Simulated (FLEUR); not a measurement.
# PbS (Galena) (Fm-3m) in FLEUR: a series of runs, part 2 of 2

FLEUR MaX-R8.1 (later development tree). The steps go on from the part before.

## Step 5: Equation of state, PBEsol, 26.09 Å³/atom

Changes to inp.xml since step 4:

```diff
@@ -24,3 +24,3 @@
       <xi:include xmlns:xi="http://www.w3.org/2001/XInclude" href="sym.xml"> </xi:include>
-      <bulkLattice scale="0.9864848297">
+      <bulkLattice scale="1.0000000000">
          <bravaisMatrix>
```

Command:

```
> inpgen -f crystal.txt -profile fastHighL
> # inp.xml edited to the form shown
> fleur_MPI
```

It took 57 s on 1 thread of Arm Neoverse V1, shared host; peak memory 0.08 GiB.

Results (log left out):

```yaml
Free_energy: -580181.4640 eV
Band_gap_on_the_k_mesh: 0.25 eV, direct
Valence_electrons_inside_the_program's_atomic_spheres: Pb 17.91; S 4.33 (radii Pb 2.66, S 2.16 bohr)
```

Caveat: spin-orbit coupling is left out, which as a rule narrows the gap of such compounds by several tenths of an eV.

## Step 6: Equation of state, PBEsol, 27.13 Å³/atom (volume scaled by 1.04)

Changes to inp.xml since step 5:

```diff
@@ -24,3 +24,3 @@
       <xi:include xmlns:xi="http://www.w3.org/2001/XInclude" href="sym.xml"> </xi:include>
-      <bulkLattice scale="1.0000000000">
+      <bulkLattice scale="1.0131594038">
          <bravaisMatrix>
```

Potentials or basis: all-electron, FLAPW.

Command:

```
> inpgen -f crystal.txt -profile fastHighL
> # inp.xml edited to the form shown
> fleur_MPI
```

It took 67 s on 1 thread of Arm Neoverse V1, shared host; peak memory 0.08 GiB.

Results (log left out):

```
Free energy                                           : -580181.4396 eV
Band gap on the k mesh                                : 0.39 eV, direct
Valence electrons inside the program's atomic spheres : Pb 17.88; S 4.31 (radii Pb 2.66, S 2.16 bohr)
```

Caveat: spin-orbit coupling is left out, which as a rule narrows the gap of such compounds by several tenths of an eV.

## Step 7: Equation of state, PBEsol, 27.65 Å³/atom (volume scaled by 1.06)

Changes to inp.xml since step 6:

```diff
@@ -24,3 +24,3 @@
       <xi:include xmlns:xi="http://www.w3.org/2001/XInclude" href="sym.xml"> </xi:include>
-      <bulkLattice scale="1.0131594038">
+      <bulkLattice scale="1.0196128224">
          <bravaisMatrix>
```

Command:

```
> inpgen -f crystal.txt -profile fastHighL
> # inp.xml edited to the form shown
> fleur_MPI
```

Wall time 68 s (1 thread of Arm Neoverse V1, shared host); peak memory 0.08 GiB.

The run converged. Its results:

```
Free energy                                           : -580181.4182 eV
Band gap on the k mesh                                : 0.45 eV, direct
Valence electrons inside the program's atomic spheres : Pb 17.87; S 4.30 (radii Pb 2.66, S 2.16 bohr)
```

Caveat: spin-orbit coupling is left out, which as a rule narrows the gap of such compounds by several tenths of an eV.

## Step 8: Equation of state, PBEsol

This step only gathers the single runs of the series.

What came out:

```yaml
Equilibrium_volume: 25.72 Å³/atom
Bulk_modulus: 59 GPa
Pressure_derivative_of_the_bulk_modulus: "4.0 (rough: it moves with the points fitted)"
```

Energy against volume, from the lowest point:
| volume (Å³/atom) | energy (meV/atom) |
| --- | --- |
| 24.521 | 10.13 |
| 25.042 | 2.45 |
| 26.086 | 0.00 |
| 27.129 | 12.18 |
| 27.651 | 22.87 |

The run has no spin-orbit coupling, so splittings on Pb are missing.
